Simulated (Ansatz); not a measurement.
Crystal: Cu.

```
Cu
1.0
     0.00000    1.80750    1.80750
     1.80750    0.00000    1.80750
     1.80750    1.80750    0.00000
Cu
1
Cartesian
  0.0000 0.0000 0.0000
```

Base run:

| Property | Result |
| --- | --- |
| Program | Ansatz 0.2.0 |
| Functional | exchange-only PBE |
| Potentials or basis | Ansatz PAW |
| Cutoff | 420 eV (not typed: the program's choice for these potentials) |
| k mesh | 13 × 13 × 13 |
| Occupations | fermi-dirac, width 0.05 eV |
| Spin | no spin polarisation |

Its results: band gap on the k mesh none (metal or under the smearing width); pressure 23.4 GPa.

Problem. After a change of settings the same cell gave: band gap on the k mesh none (metal or under the smearing width); pressure 3.9 GPa. Which change was it?
A. functional from exchange-only PBE to PBE; potentials or basis from Ansatz PAW to Ansatz PAW polarizable
B. functional from exchange-only PBE to PBE; k mesh from 13 × 13 × 13 to 17 × 17 × 17
C. functional from exchange-only PBE to PBE; cutoff from 420 eV (not typed: the program's choice for these potentials) to 300 eV
D. functional from exchange-only PBE to PBE; potentials or basis from Ansatz PAW to SPMS NC; cutoff from 420 eV (not typed: the program's choice for these potentials) to 952 eV (not typed: the program's choice for these potentials)

Solution. C.

Caveats: so large a pressure means that the cell lies far from this level's equilibrium, or that cutoff or potentials fall short (some runs); the PAW data sets come from PBE, with cores solved anew for the run's functional, which leaves a small shift of forces and pressure (some runs); the pressure holds a Pulay correction of +37.6 GPa for the finite cutoff (some runs); the cutoff lies under the one recommended for these potentials (some runs).
